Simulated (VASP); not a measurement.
# AlN (Fm-3m) in VASP: elastic constants with PBEsol

Aim: the elastic constants of AlN with PBEsol.

Everything below comes from runs of VASP 6.6.1. Logs are shortened: lines on timing, memory, paths and dates and some standing lists are left out, and cuts for length are marked.

## Step 1: The structure

Symmetry: Fm-3m, No. 225, cubic system. Conventional cell: a = 4.069 Å, b = 4.069 Å, c = 4.069 Å, α = 90.00°, β = 90.00°, γ = 90.00°. Around Al (site symmetry m-3m) lie 6 N at 2.03 Å. Around N (site symmetry m-3m) lie 6 Al at 2.03 Å.

Measurements of this composition are mostly on another form, of space group No. 186.

## Step 2: Elastic constants, PBEsol

Input file POSCAR:

```
AlN
1.0
    0.0000000000      2.0345180000      2.0345180000
    2.0345180000      0.0000000000      2.0345180000
    2.0345180000      2.0345180000      0.0000000000
Al N
1 1
Direct
    0.5000000000      0.5000000000      0.5000000000
    0.0000000000      0.0000000000      0.0000000000
```

Input file INCAR.step1:

```
SYSTEM = AlN
PREC = Accurate
ENCUT = 600
EDIFF = 1E-8
ISMEAR = 0
SIGMA = 0.02
LREAL = .FALSE.
LASPH = .TRUE.
NELM = 80
ALGO = Normal
ISIF = 3
LWAVE = .FALSE.
LCHARG = .FALSE.
GGA = PS
IBRION = 2
NSW = 40
EDIFFG = -0.002
```

Input file INCAR.step2:

```
SYSTEM = AlN
PREC = Accurate
ENCUT = 600
EDIFF = 1E-8
ISMEAR = 0
SIGMA = 0.02
LREAL = .FALSE.
LASPH = .TRUE.
NELM = 80
ALGO = Normal
ISIF = 3
LWAVE = .FALSE.
LCHARG = .FALSE.
GGA = PS
IBRION = 6
NFREE = 2
POTIM = 0.015
NSW = 1
```

Input file KPOINTS:

```
regular mesh
0
G
  10 10 10
  0 0 0
```

Potentials or basis: VASP PAW PBE potentials, release 64 (Al, N).

Command:

```sh
cat potpaw_PBE.64/Al/POTCAR potpaw_PBE.64/N/POTCAR > POTCAR
cp INCAR.step1 INCAR
mpirun -np 1 vasp_std > vasp.out
cp CONTCAR POSCAR
cp INCAR.step2 INCAR
mpirun -np 1 vasp_std > vasp.out
```

OUTCAR:

```text
SYSTEM = AlN
   PREC = Accurate
   ENCUT = 600
   EDIFF = 1E-8
   ISMEAR = 0
   LREAL = .FALSE.
   LASPH = .TRUE.
   NELM = 80
   ISIF = 3
   GGA = PS
   IBRION = 6
   NFREE = 2
   POTIM = 0.015
   NSW = 1

 ion  position               nearest neighbor table
   1  0.500  0.500  0.500-   2 2.02   2 2.02   2 2.02   2 2.02   2 2.02   2 2.02
   2  0.000  0.000  0.000-   1 2.02   1 2.02   1 2.02   1 2.02   1 2.02   1 2.02

  LATTYP: Found a face centered cubic cell.
 ALAT       =     4.0439188955

  Lattice vectors:

 A1 = (   0.0000000000,   2.0219594478,   2.0219594478)
 A2 = (   2.0219594478,   0.0000000000,   2.0219594478)
 A3 = (   2.0219594478,   2.0219594478,   0.0000000000)

Analysis of symmetry for initial positions (statically):
=====================================================================
 Subroutine PRICEL returns:
 Original cell was already a primitive cell.

 Routine SETGRP: Setting up the symmetry group for a
 face centered cubic supercell.

 Subroutine GETGRP returns: Found 48 space group operations
 (whereof 48 operations were pure point group operations)
 out of a pool of 48 trial point group operations.

The static configuration has the point symmetry O_h .

Analysis of symmetry for dynamics (positions and initial velocities):
=====================================================================
 Subroutine PRICEL returns:
 Original cell was already a primitive cell.

 Routine SETGRP: Setting up the symmetry group for a
 face centered cubic supercell.

 Subroutine GETGRP returns: Found 48 space group operations
 (whereof 48 operations were pure point group operations)
 out of a pool of 48 trial point group operations.

The dynamic configuration has the point symmetry O_h .

 Subroutine INISYM returns: Found 48 space group operations
 (whereof 48 operations are pure point group operations),
 and found     1 'primitive' translations

----------------------------------------------------------------------------------------

                                     Primitive cell

  volume of cell :      16.5328

  direct lattice vectors                    reciprocal lattice vectors
     0.000000000  2.021959448  2.021959448    -0.247284880  0.247284880  0.247284880
     2.021959448  0.000000000  2.021959448     0.247284880 -0.247284880  0.247284880
     2.021959448  2.021959448  0.000000000     0.247284880  0.247284880 -0.247284880

  length of vectors
     2.859482474  2.859482474  2.859482474     0.428309977  0.428309977  0.428309977

  position of ions in fractional coordinates (direct lattice)
     0.500000000  0.500000000  0.500000000
     0.000000000  0.000000000  0.000000000

  ion indices of the primitive-cell ions
   primitive index   ion index
                 1           1
                 2           2

----------------------------------------------------------------------------------------

 KPOINTS: regular mesh

Automatic generation of k-mesh.
 Grid dimensions read from file:
 generate k-points for:   10   10   10

 Generating k-lattice:

  Cartesian coordinates                     Fractional coordinates (reciprocal lattice)
[... 104 lines left out ...]
  ---------------------------------------------------
  ext. energy  EPLUGINS =         0.00000000
  ---------------------------------------------------
  free energy    TOTEN  =       -15.45072591 eV

  energy without entropy =      -15.45072591  energy(sigma->0) =      -15.45072591

------------------------ aborting loop because EDIFF is reached ----------------------------------------

  FORCE on cell =-STRESS in cart. coord.  units (eV):
  Direction    XX          YY          ZZ          XY          YZ          ZX
  --------------------------------------------------------------------------------------
  -------------------------------------------------------------------------------------
  Total        0.0008157      0.0008157      0.0008157     -0.0000000     -0.0000000      0.0000000
  in kB        0.0790522      0.0790522      0.0790522     -0.0000000     -0.0000000      0.0000000
  external PRESSURE =       0.0790522 kB  Pullay stress =       0.0000000 kB
[... 89 lines left out ...]
  FREE ENERGIE OF THE ION-ELECTRON SYSTEM (eV)
  ---------------------------------------------------
  free  energy   TOTEN  =       -15.4451022864 eV

  energy  without entropy=      -15.4451022864  energy(sigma->0) =      -15.44510229

 E-fermi :   9.8836     XC(G=0): -12.3800

 val. band max:        9.7575837555   @ k =   0.0000   0.0000   0.0000
 cond. band min:      14.0535183866   @ k =   0.5000   0.0000   0.5000
 fundamental gap:      4.2959346311
 Fermi energy:         9.8836441376

 k-point     1 :       0.0000    0.0000    0.0000
  band No.  band energies     occupation
      1      -7.7239      2.00000
      2       9.6525      2.00000
      3       9.6525      2.00000
      4       9.7576      2.00000
      5      15.1354      0.00000
      6      21.5362      0.00000
      7      21.7343      0.00000
      8      21.7343      0.00000
[... 243 lines left out ...]
 k-point    24 :       0.4000    0.3000    0.0000
  band No.  band energies     occupation
      1      -4.7886      2.00000
      2       3.8594      2.00000
      3       6.9277      2.00000
      4       7.4771      2.00000
      5      15.7050      0.00000
      6      16.5217      0.00000
      7      21.5527      0.00000
      8      25.1360      0.00000

 [... further k-points ...]

[... ionic steps 4 to 14 ...]

--------------------------------------- Ionic step       15  -------------------------------------------

 number of electron       7.9999999 magnetization

------------------------ aborting loop because EDIFF is reached ----------------------------------------
[... 67 lines left out ...]
--------------------------------------- Ionic step       17  -------------------------------------------

 number of electron       8.0000000 magnetization

 Free energy of the ion-electron system (eV)
  ---------------------------------------------------
  ext. energy  EPLUGINS =         0.00000000
  ---------------------------------------------------
  free energy    TOTEN  =       -15.44989570 eV

  energy without entropy =      -15.44989570  energy(sigma->0) =      -15.44989570

 E-fermi :  10.0740     XC(G=0): -12.4501

 val. band max:        9.8802615044   @ k =   0.0000   0.0000   0.0000
 cond. band min:      14.4298687120   @ k =   0.5000   0.5000   0.0000
 fundamental gap:      4.5496072076
 Fermi energy:        10.0739551736

 k-point     1 :       0.0000    0.0000    0.0000
  band No.  band energies     occupation
      1      -7.6663      2.00000
      2       9.8793      2.00000
      3       9.8803      2.00000
      4       9.8803      2.00000
      5      15.5431      0.00000
      6      21.9052      0.00000
      7      21.9054      0.00000
      8      21.9054      0.00000
[... 282 lines left out ...]
  FREE ENERGIE OF THE ION-ELECTRON SYSTEM (eV)
  ---------------------------------------------------
  free  energy   TOTEN  =       -15.4498956964 eV

  energy  without entropy=      -15.4498956964  energy(sigma->0) =      -15.44989570

 INTERNAL STRAIN TENSORS FROM STRAINED CELLS
 ============================================

 INTERNAL STRAIN TENSOR FOR ION    1 for displacements in x,y,z  (eV/Angst):
          X           Y           Z          XY          YZ          ZX
  --------------------------------------------------------------------------------
  x     0.00000     0.00000     0.00000     0.00000     0.00000     0.00000
  y    -0.00000     0.00000    -0.00000     0.00000    -0.00000     0.00000
  z     0.00000     0.00000     0.00000     0.00000    -0.00000     0.00000

 INTERNAL STRAIN TENSORS FROM DISPLACED ATOMS
 ============================================

 INTERNAL STRAIN TENSOR FOR ION    1 for displacements in x,y,z  (eV/Angst):
          X           Y           Z          XY          YZ          ZX
  --------------------------------------------------------------------------------
  x     0.00000     0.00000     0.00000     0.00000     0.00000     0.00000
  y     0.00000     0.00000     0.00000     0.00000     0.00000     0.00000
  z     0.00000     0.00000     0.00000     0.00000     0.00000     0.00000

 INTERNAL STRAIN TENSOR FOR ION    2 for displacements in x,y,z  (eV/Angst):
          X           Y           Z          XY          YZ          ZX
  --------------------------------------------------------------------------------
  x     0.00000     0.00000     0.00000     0.00000     0.00000     0.00000
  y     0.00000     0.00000     0.00000     0.00000     0.00000     0.00000
  z     0.00000     0.00000     0.00000     0.00000     0.00000     0.00000

 Eigenvectors and eigenvalues of the dynamical matrix
 ----------------------------------------------------

   1 f  =   14.000631 THz    87.968562 2PiTHz  467.010795 cm-1    57.901933 meV
             X         Y         Z           dx          dy          dz
      2.021959  2.021959  2.021959     0.000000    0.000000   -0.584531
      0.000000  0.000000  0.000000     0.000000    0.000000    0.811372
[... 21 lines left out ...]
   6 f/i=    0.000564 THz     0.003545 2PiTHz    0.018822 cm-1     0.002334 meV
             X         Y         Z           dx          dy          dz
      2.021959  2.021959  2.021959     0.573482   -0.536444   -0.204132
      0.000000  0.000000  0.000000     0.413150   -0.386466   -0.147062

--------------------------------------------------------------------------------------------------------

 ELASTIC MODULI CONTR FROM IONIC RELAXATION (kBar)
 Direction    XX          YY          ZZ          XY          YZ          ZX
 --------------------------------------------------------------------------------
 XX           0.0000      0.0000      0.0000      0.0000      0.0000      0.0000
 YY           0.0000      0.0000      0.0000      0.0000      0.0000      0.0000
 ZZ           0.0000      0.0000      0.0000      0.0000      0.0000      0.0000
 XY           0.0000      0.0000      0.0000      0.0000      0.0000      0.0000
 YZ           0.0000      0.0000      0.0000      0.0000      0.0000      0.0000
 ZX           0.0000      0.0000      0.0000      0.0000      0.0000      0.0000
 --------------------------------------------------------------------------------

 TOTAL ELASTIC MODULI (kBar)
 Direction    XX          YY          ZZ          XY          YZ          ZX
 --------------------------------------------------------------------------------
 XX        4568.2864   1673.2070   1673.2070     -0.0000     -0.0000     -0.0000
 YY        1673.2070   4568.2864   1673.2070      0.0000      0.0000      0.0000
 ZZ        1673.2070   1673.2070   4568.2864      0.0000      0.0000     -0.0000
 XY          -0.0000      0.0000      0.0000   3119.2230      0.0000      0.0000
 YZ          -0.0000      0.0000      0.0000      0.0000   3119.2230      0.0000
 ZX          -0.0000      0.0000     -0.0000      0.0000      0.0000   3119.2230
 --------------------------------------------------------------------------------
```

It took 94 s on 1 thread of Intel Xeon 6975P-C (Granite Rapids), shared host; peak memory 0.22 GiB.

What came out:

```yaml
Relaxed_volume: 8.27 Å³/atom
Relaxed_cell: a = 2.859 Å, b = 2.859 Å, c = 2.859 Å, α = 60.00°, β = 60.00°, γ = 60.00°
Space_group_after_relaxing_to_0.05_Å: Fm-3m (No. 225)
Elastic_constants_C11_C12_C44: 457, 167, 312 GPa
Voigt_bulk_modulus: 264 GPa
Highest_phonon_frequency_at_Γ_LO-TO_splitting_left_out: 467 cm⁻¹
```

The path:
| step | energy change (eV) | largest force (eV/Å) | pressure (GPa) | volume (Å³) |
| --- | --- | --- | --- | --- |
| 1 | 0.0000 | 0.0000 | -4.72 | 16.84 |
| 2 | -0.0004 | 0.0000 | 4.78 | 16.25 |
| 3 | -0.0047 | 0.0000 | -0.01 | 16.53 |

Final structure:
```xyz
2
Lattice="0.0000 2.0220 2.0220 2.0220 0.0000 2.0220 2.0220 2.0220 0.0000" Properties=species:S:1:pos:R:3 pbc="T T T"
Al    2.0220    2.0220    2.0220
N     0.0000    0.0000    0.0000
```

Phonon frequencies in cm⁻¹ (negative: imaginary):
```
              q point        frequencies
(0.000, 0.000, 0.000)  0 0 0 467 467 467
```

Elastic tensor in Voigt notation (GPa, in the Cartesian axes of the cell as first typed):
```
457 167 167   0   0   0
167 457 167   0   0   0
167 167 457   0   0   0
  0   0   0 312   0   0
  0   0   0   0 312   0
  0   0   0   0   0 312
```

Clamped-ion elastic tensor (GPa):
```
457 167 167   0   0   0
167 457 167   0   0   0
167 167 457   0   0   0
  0   0   0 312   0   0
  0   0   0   0 312   0
  0   0   0   0   0 312
```

Caveat: the PAW data sets were made with another functional, which shifts forces and pressure a little.
